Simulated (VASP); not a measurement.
# Ti (P6_3/mmc) in VASP: single point with PBEsol

Aim: the single point of Ti with PBEsol.

Program: VASP 6.6.1. These are calculated values, not measurements. Logs are shortened: lines on timing, memory, paths and dates and some standing lists are left out, and cuts for length are marked.

## (1) Starting point

Symmetry: P6_3/mmc, No. 194, hexagonal system. Conventional cell: a = 2.902 Å, b = 2.902 Å, c = 4.575 Å, α = 90.00°, β = 90.00°, γ = 120.00°. Ti (site symmetry -6m2) is surrounded by 12 Ti at 2.84 to 2.90 Å.

## (2) Single point, PBEsol

INCAR

```
PREC = Accurate
ENCUT = 520
EDIFF = 1E-6
ISMEAR = 1
SIGMA = 0.1
LREAL = F
LASPH = T
NELM = 80
ALGO = Normal
ISIF = 2
LWAVE = F
LCHARG = F
GGA = PS
ICORELEVEL = 1
```

KPOINTS

```
Automatic mesh
0
Gamma
  15 15 12
```

POSCAR

```
Ti
1.0
    2.9020997200      0.0000000000      0.0000000000
   -1.4510501400      2.5132922400      0.0000000000
    0.0000000000      0.0000000000      4.5750140000
Ti
2
Direct
    0.3333330000      0.6666660000      0.2500000000
    0.6666670000      0.3333340000      0.7500000000
```

Potentials or basis: VASP PAW PBE potentials, release 64 (Ti_sv).

Started as:

```
> cat potpaw_PBE.64/Ti_sv/POTCAR > POTCAR
> mpirun -np 1 vasp_std > vasp.out
```

OUTCAR:

```text
PREC = Accurate
   ENCUT = 520
   EDIFF = 1E-6
   ISMEAR = 1
   LREAL = F
   LASPH = T
   NELM = 80
   ISIF = 2
   GGA = PS

 ion  position               nearest neighbor table
   1  0.333  0.667  0.250-   2 2.84   2 2.84   2 2.84   2 2.84   2 2.84   2 2.84
   2  0.667  0.333  0.750-   1 2.84   1 2.84   1 2.84   1 2.84   1 2.84   1 2.84

  LATTYP: Found a hexagonal cell.
 ALAT       =     2.9020997200
 C/A-ratio  =     1.5764496197

  Lattice vectors:

 A1 = (   2.9020997200,   0.0000000000,   0.0000000000)
 A2 = (  -1.4510501400,   2.5132922400,   0.0000000000)
 A3 = (   0.0000000000,   0.0000000000,   4.5750140000)

Analysis of symmetry for initial positions (statically):
=====================================================================
 Subroutine PRICEL returns:
 Original cell was already a primitive cell.

 Routine SETGRP: Setting up the symmetry group for a
 hexagonal supercell.

 Subroutine GETGRP returns: Found 24 space group operations
 (whereof 12 operations were pure point group operations)
 out of a pool of 24 trial point group operations.

The static configuration has the point symmetry D_3d.
 The point group associated with its full space group is D_6h.

Analysis of symmetry for dynamics (positions and initial velocities):
=====================================================================
 Subroutine PRICEL returns:
 Original cell was already a primitive cell.

 Routine SETGRP: Setting up the symmetry group for a
 hexagonal supercell.

 Subroutine GETGRP returns: Found 24 space group operations
 (whereof 12 operations were pure point group operations)
 out of a pool of 24 trial point group operations.

The dynamic configuration has the point symmetry D_3d.
 The point group associated with its full space group is D_6h.

 Subroutine INISYM returns: Found 24 space group operations
 (whereof 12 operations are pure point group operations),
 and found     1 'primitive' translations

----------------------------------------------------------------------------------------

                                     Primitive cell

  volume of cell :      33.3694

  direct lattice vectors                    reciprocal lattice vectors
     2.902099720  0.000000000  0.000000000     0.344578097  0.198942283  0.000000000
    -1.451050140  2.513292240  0.000000000     0.000000000  0.397884490  0.000000000
     0.000000000  0.000000000  4.575014000     0.000000000  0.000000000  0.218578566

  length of vectors
     2.902099720  2.902099997  4.575014000     0.397884528  0.397884490  0.218578566

  position of ions in fractional coordinates (direct lattice)
     0.333333000  0.666666000  0.250000000
     0.666667000  0.333334000  0.750000000

  ion indices of the primitive-cell ions
   primitive index   ion index
                 1           1
                 2           2

----------------------------------------------------------------------------------------

 KPOINTS: Automatic mesh

Automatic generation of k-mesh.
 Grid dimensions read from file:
 generate k-points for:   15   15   12

 Generating k-lattice:

  Cartesian coordinates                     Fractional coordinates (reciprocal lattice)
     0.022971873  0.013262819  0.000000000     0.066666667  0.000000000  0.000000000
     0.000000000  0.026525633  0.000000000     0.000000000  0.066666667  0.000000000
     0.000000000  0.000000000  0.018214881     0.000000000  0.000000000  0.083333333

  Length of vectors
     0.026525635  0.026525633  0.018214881

  Shift w.r.t. Gamma in fractional coordinates (k-lattice)
     0.000000000  0.000000000  0.000000000

 Subroutine IBZKPT returns following result:
 ===========================================

 Found    189 irreducible k-points:

 Following reciprocal coordinates:
            Coordinates               Weight
  0.000000  0.000000  0.000000      1.000000
  0.066667 -0.000000  0.000000      6.000000
  0.133333 -0.000000  0.000000      6.000000
  0.200000 -0.000000  0.000000      6.000000
  0.266667 -0.000000  0.000000      6.000000
  0.333333 -0.000000  0.000000      6.000000
[... 16 lines left out ...]
  0.333333  0.200000  0.000000     12.000000
  0.400000  0.200000  0.000000      6.000000
 [... further k-points ...]
   k-points           NKPTS =    189   k-points in BZ     NKDIM =    189   number of bands    NBANDS=     16
   number of dos      NEDOS =    301   number of ions     NIONS =      2
   total plane-waves  NPLWV =  20736
   dimension x,y,z NGX =    24 NGY =   24 NGZ =   36
   dimension x,y,z NGXF=    48 NGYF=   48 NGZF=   72
   ions per type =               2
   NGX,Y,Z   is equivalent  to a cutoff of  13.75, 13.75, 13.08 a.u.
   NGXF,Y,Z  is equivalent  to a cutoff of  27.50, 27.50, 26.16 a.u.
 SYSTEM =  unknown system
   PREC   = accura    normal or accurate (medium, high low for compatibility)
   ISTART =      0    job   : 0-new  1-cont  2-samecut
   ICHARG =      2    charge: 1-file 2-atom 10-const
   ISPIN  =      1    spin polarized calculation?
   LNONCOLLINEAR =      F non collinear calculations
   LSORBIT =      F    spin-orbit coupling
   LASPH  =      T    aspherical Exc in radial PAW
   ENCUT  =  520.0 eV  38.22 Ry    6.18 a.u.   5.40  5.40  8.51*2*pi/ulx,y,z
   NELM   =     80;   NELMIN=  2; NELMDL= -5     # of ELM steps
   EDIFF  = 0.1E-05   stopping-criterion for ELM
   LREAL  =      F    real-space projection
[... 7 lines left out ...]
   TEBEG  =    0.0;   TEEND  =   0.0 temperature during run
   PSTRESS=    0.0 pullay stress
   NELECT =      24.0000    total number of electrons
   NUPDOWN=      -1.0000    fix difference up-down
   EMIN   =  10.00;   EMAX   =-10.00  energy-range for DOS
   EFERMI =   0.00;   METHOD = LEGACY
   ISMEAR =     1;   SIGMA  =   0.10  broadening in eV -4-tet -1-fermi 0-gaus
   EFERMI_NEDOS =   21; number of points for ismear=-14 and -15
   IALGO  =     38    algorithm
   IMIX   =      4    mixing-type and parameters
     AMIX     =   0.40;   BMIX     =  1.00
     AMIX_MAG =   1.60;   BMIX_MAG =  1.00
  volume/ion in A,a.u.               =      16.68       112.59
  Fermi-wavevector in a.u.,A,eV,Ry     =   1.466772  2.771797 29.271854  2.151421
  Thomas-Fermi vector in A             =   2.582470
   LORBIT       =      0    0 simple, 1 ext, 2 COOP (PROOUT), +10 PAW based schemes
   GGA     = PS    functional components
   LHFCALC =     F    Hartree Fock is set to
   AEXX    =    0.0000 exact exchange contribution
   IVDW    =     0    specifies the selected vdW correction
   LEPSILON=     F    determine dielectric tensor
   LRPA    =     F    only Hartree local field effects (RPA)
 non-spin polarized calculation
 Methfessel and Paxton  Order N= 1 SIGMA  =   0.10
  energy-cutoff  :      520.00
  volume of cell :       33.37
 maximum number of plane-waves:       929
 NGX is ok and might be reduce to    24
   NGX = 11   NGY = 11   NGZ = 17

 number of electron      23.9999998 magnetization

 Free energy of the ion-electron system (eV)
  ---------------------------------------------------
  ext. energy  EPLUGINS =         0.00000000
  ---------------------------------------------------
  free energy    TOTEN  =       -16.67948038 eV

  energy without entropy =      -16.68069644  energy(sigma->0) =      -16.67988573

 the core state eigenenergies are
   1-  1s  -4854.1353  2s   -522.6190  2p   -429.9221
   2-  1s  -4854.1353  2s   -522.6190  2p   -429.9222

 E-fermi :   8.6492     XC(G=0): -11.8287

 val. band max:        8.6420748618   @ k =   0.0667  -0.0000   0.5000
 cond. band min:       8.6515496698   @ k =   0.2667   0.2667   0.4167
 fundamental gap:      0.0094748081
 Fermi energy:         8.6491649037

 k-point     1 :       0.0000    0.0000    0.0000
  band No.  band energies     occupation
      1     -47.9272      2.00000
      2     -47.7603      2.00000
      3     -24.6764      2.00000
      4     -23.9325      2.00000
      5     -23.9325      2.00000
      6     -23.8513      2.00000
[... 8 lines left out ...]
     15       9.9672     -0.00000
     16       9.9672     -0.00000

 k-point     2 :       0.0667   -0.0000    0.0000
  band No.  band energies     occupation
      1     -47.9220      2.00000
      2     -47.7582      2.00000
      3     -24.6650      2.00000
      4     -23.9555      2.00000
      5     -23.9403      2.00000
      6     -23.8562      2.00000
[... 8 lines left out ...]
     15       9.9031     -0.00000
     16      10.0498     -0.00000

 k-point     3 :       0.1333   -0.0000    0.0000
  band No.  band energies     occupation
      1     -47.9070      2.00000
      2     -47.7528      2.00000
      3     -24.6321      2.00000
      4     -24.0206      2.00000
      5     -23.9617      2.00000
      6     -23.9053      2.00000
[... 8 lines left out ...]
     15      10.0341     -0.00000
     16      10.0647     -0.00000

 k-point     4 :       0.2000   -0.0000    0.0000
  band No.  band energies     occupation
      1     -47.8843      2.00000
      2     -47.7453      2.00000
      3     -24.5806      2.00000
      4     -24.1174      2.00000
      5     -24.0011      2.00000
      6     -23.9922      2.00000
[... 8 lines left out ...]
     15       9.8821     -0.00000
     16      10.2220     -0.00000

 k-point     5 :       0.2667   -0.0000    0.0000
  band No.  band energies     occupation
      1     -47.8569      2.00000
      2     -47.7379      2.00000
      3     -24.5154      2.00000
      4     -24.2295      2.00000
      5     -24.1076      2.00000
      6     -24.0260      2.00000
[... 8 lines left out ...]
     15       9.6906     -0.00000
     16      10.7649      0.00000

 k-point     6 :       0.3333   -0.0000    0.0000
  band No.  band energies     occupation
      1     -47.8288      2.00000
      2     -47.7327      2.00000
      3     -24.4435      2.00000
      4     -24.3372      2.00000
      5     -24.2063      2.00000
      6     -24.0574      2.00000
[... 8 lines left out ...]
     15       9.5189     -0.00000
     16      11.3470      0.00000

 k-point     7 :       0.4000   -0.0000    0.0000
  band No.  band energies     occupation
      1     -47.8042      2.00000
      2     -47.7311      2.00000
      3     -24.4214      2.00000
      4     -24.3750      2.00000
      5     -24.2816      2.00000
      6     -24.0814      2.00000
[... 8 lines left out ...]
     15       9.7257     -0.00000
     16      11.8423      0.00000

 k-point     8 :       0.4667   -0.0000    0.0000
  band No.  band energies     occupation
      1     -47.7888      2.00000
      2     -47.7321      2.00000
      3     -24.4675      2.00000
      4     -24.3281      2.00000
      5     -24.3223      2.00000
      6     -24.0944      2.00000
[... 8 lines left out ...]
     15       9.8746     -0.00000
     16      12.1162      0.00000

 k-point     9 :       0.0667    0.0667    0.0000
  band No.  band energies     occupation
      1     -47.9119      2.00000
      2     -47.7545      2.00000
      3     -24.6429      2.00000
      4     -23.9961      2.00000
      5     -23.9609      2.00000
      6     -23.8789      2.00000
[... 8 lines left out ...]
     15       9.9554     -0.00000
     16      10.0070     -0.00000
[... 172 lines left out ...]
 k-point    19 :       0.3333    0.1333    0.0000
  band No.  band energies     occupation
      1     -47.7960      2.00000
      2     -47.7312      2.00000
      3     -24.4000      2.00000
      4     -24.3512      2.00000
      5     -24.2788      2.00000
      6     -24.1151      2.00000
[... 8 lines left out ...]
     15       9.7691     -0.00000
     16      11.5327      0.00000

 k-point    20 :       0.4000    0.1333    0.0000
  band No.  band energies     occupation
      1     -47.7809      2.00000
      2     -47.7332      2.00000
      3     -24.4415      2.00000
      4     -24.3029      2.00000
      5     -24.3003      2.00000
      6     -24.1402      2.00000
[... 8 lines left out ...]
     15       9.9379     -0.00000
     16      11.9644      0.00000

 k-point    21 :       0.2000    0.2000    0.0000
  band No.  band energies     occupation
      1     -47.8217      2.00000
      2     -47.7317      2.00000
      3     -24.4248      2.00000
      4     -24.2784      2.00000
      5     -24.2597      2.00000
      6     -24.0579      2.00000
[... 8 lines left out ...]
     15       9.6756     -0.00000
     16      10.8896      0.00000

 k-point    22 :       0.2667    0.2000    0.0000
  band No.  band energies     occupation
      1     -47.7978      2.00000
      2     -47.7310      2.00000
      3     -24.3568      2.00000
      4     -24.3510      2.00000
      5     -24.2827      2.00000
      6     -24.1117      2.00000
[... 8 lines left out ...]
     15       9.7200     -0.00000
     16      11.2046      0.00000

 k-point    23 :       0.3333    0.2000    0.0000
  band No.  band energies     occupation
      1     -47.7783      2.00000
      2     -47.7336      2.00000
      3     -24.4003      2.00000
      4     -24.2951      2.00000
      5     -24.2828      2.00000
      6     -24.1648      2.00000
[... 8 lines left out ...]
     15       9.9545     -0.00000
     16      11.5886      0.00000

 k-point    24 :       0.4000    0.2000    0.0000
  band No.  band energies     occupation
      1     -47.7698      2.00000
      2     -47.7361      2.00000
      3     -24.4175      2.00000
      4     -24.2761      2.00000
      5     -24.2651      2.00000
      6     -24.1908      2.00000
[... 8 lines left out ...]
     15      10.0516     -0.00000
     16      11.8529      0.00000

 [... further k-points ...]
[... 5 lines left out ...]
  --------------------------------------------------------------------------------------
  -------------------------------------------------------------------------------------
  Total       -0.0198608     -0.0198608      0.0259173      0.0000000      0.0000000      0.0000000
  in kB       -0.9535865     -0.9535866      1.2443802      0.0000001      0.0000000      0.0000000
  external PRESSURE =      -0.2209310 kB  Pullay stress =       0.0000000 kB

 VOLUME and BASIS-vectors are now :
 -----------------------------------------------------------------------------
  energy-cutoff  :      520.00
  volume of cell :       33.37
      direct lattice vectors                 reciprocal lattice vectors
     2.902099720  0.000000000  0.000000000     0.344578097  0.198942283  0.000000000
    -1.451050140  2.513292240  0.000000000     0.000000000  0.397884490  0.000000000
     0.000000000  0.000000000  4.575014000     0.000000000  0.000000000  0.218578566

 POSITION                                       TOTAL-FORCE (eV/Angst)
 -----------------------------------------------------------------------------------
     -0.00000      1.67553      1.14375        -0.000000     -0.000000      0.000000
      1.45105      0.83777      3.43126         0.000000      0.000000      0.000000
 -----------------------------------------------------------------------------------
    total drift:                                0.000000     -0.001152     -0.000006

  FREE ENERGIE OF THE ION-ELECTRON SYSTEM (eV)
  ---------------------------------------------------
  free  energy   TOTEN  =       -16.6794803802 eV

  energy  without entropy=      -16.6806964363  energy(sigma->0) =      -16.67988573
```

It took 55 s on 1 thread of Intel Xeon Platinum 8488C (Sapphire Rapids), shared host; peak memory 0.22 GiB.

Results:

| Item | Value |
| --- | --- |
| Free energy | -16.6795 eV |
| Pressure | 0.0 GPa |
| Band gap on the k mesh | none (metal or under the smearing width) |

Stress tensor (GPa, compression positive):
```
-0.10  0.00  0.00
 0.00 -0.10  0.00
 0.00  0.00  0.12
```

Core levels (eV, on the scale of the bands):
| atom | levels |
| --- | --- |
| 1 Ti | 1s -4854.1, 2s -522.6, 2p -429.9 |
| 2 Ti | 1s -4854.1, 2s -522.6, 2p -429.9 |

Caveat: the PAW data sets were made with another functional, which shifts forces and pressure a little.
